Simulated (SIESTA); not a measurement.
## LiH under changes of volume

One of the cells (8.449 Å³/atom); the others are scaled copies at fixed shape and fractional positions:

```
Li H
1.0
     0.00000    2.03675    2.03675
     2.03675    0.00000    2.03675
     2.03675    2.03675    0.00000
Li H
1 1
Direct
  0.00000 0.00000 0.00000
  0.50000 0.50000 0.50000
```

* Program: SIESTA 5.4.2
* Functional: LDA
* Potentials or basis: PseudoDojo 0.4 standard (LDA files)
* Basis: DZP (energy shift 0.003 Ry; two zetas on semicore shells)
* Grid cutoff: 800 Ry
* Energy shift: 0.003 Ry
* k mesh: 11 × 11 × 11
* Occupations: fermi-dirac, width 0.05 eV
* Spin: no spin polarisation

```tsv
volume (Å³/atom)	energy over the lowest point (meV/atom)	pressure (GPa)	gap on the mesh (eV)
7.942	0.00	-2.3	2.79
8.111	2.75	-2.9	2.80
8.280	6.15	-3.5	2.81
8.449	?	?	?
8.618	14.72	-4.6	2.84
8.787	19.77	-5.0	2.85
8.956	25.25	-5.4	2.86
```

Q: What does the run at 8.449 Å³/atom give?

A: Energy over the lowest point 10.15 meV/atom; pressure -4.1 GPa; gap on the mesh 2.82 eV.

Worked out: A Birch-Murnaghan fit of order 3 (a polynomial in V^(-2/3)) to the other rows has no minimum within the range. It gives 10.17 meV/atom at 8.449 Å³/atom, against the run's 10.15, and -dE/dV = -4.1 GPa, against -4.1. A straight line through the other rows of the gap, of slope 0.606 eV per unit of ln V (its deformation potential), gives 2.83 eV, against the run's 2.82.

Energies are extrapolated to zero smearing.

Caveats: an odd mesh through Γ misses points on the zone boundary, where band edges often lie; the basis of atomic orbitals isn't converged, which shifts pressures, moduli and gaps.
